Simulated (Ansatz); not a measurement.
Consider the ligand exchange at the Al–O bond: `[AlH2][O][GaH2]` + `N=C(N)O` → `N=C(O)[NH][AlH2]` + `[OH][GaH2]`.

Program: Ansatz. Geometries: PBE0-D4/def2-TZVP. ΔE: electronic, gas phase. CCSD(T)/CBS adds triple-zeta CCSD(T) − MP2 to the extrapolated MP2 energy (def2 sets, frozen cores). DFT in def2-TZVPP. B3LYP here is the variant with VWN-RPA as its local correlation; programs differ in this. For Ga outer-core shells are correlated without core-valence functions, which leaves a few kJ/mol of doubt a bond. Scalar relativity is left out up to krypton. Each species was taken in one conformer, which may not be the lowest.

Problem. Is it downhill or uphill in electronic energy at CCSD(T)/CBS, and by how much? (Best estimate.)

Solution. Ansatz gave: Uphill: ΔE = +42.0 kJ/mol.

Problem. What do these levels give: PBE-D4, r2SCAN-D4, B3LYP-D4, ωB97X-V, B3LYP, HF/def2-TZVPP, MP2/def2-TZVPP, SCS-MP2/def2-TZVPP, CCSD/def2-TZVPP, HF/CBS(def2), MP2/CBS(def2), CCSD/CBS(def2)? (Estimate.)

Solution. Ansatz gave: PBE-D4 38.0, r2SCAN-D4 45.1, B3LYP-D4 46.5, ωB97X-V 45.4, B3LYP 49.5, HF/def2-TZVPP 59.6, MP2/def2-TZVPP 45.8, SCS-MP2/def2-TZVPP 48.3, CCSD/def2-TZVPP 46.5, HF/CBS(def2) 59.7, MP2/CBS(def2) 43.7, CCSD/CBS(def2) 44.5 kJ/mol.

Largest T1 diagnostic among the species: 0.015.

In def2-TZVPP, CCSD(T) changes the Hartree–Fock value by −15.6 kJ/mol (the triples alone add −2.5 kJ/mol) and MP2 by −13.8 kJ/mol. The D4 term adds −3.0 kJ/mol with B3LYP and −1.6 kJ/mol with PBE0; it sums over pairs of atoms, weighted by their polarisabilities, and B3LYP, whose exchange is more repulsive, gets the larger term.
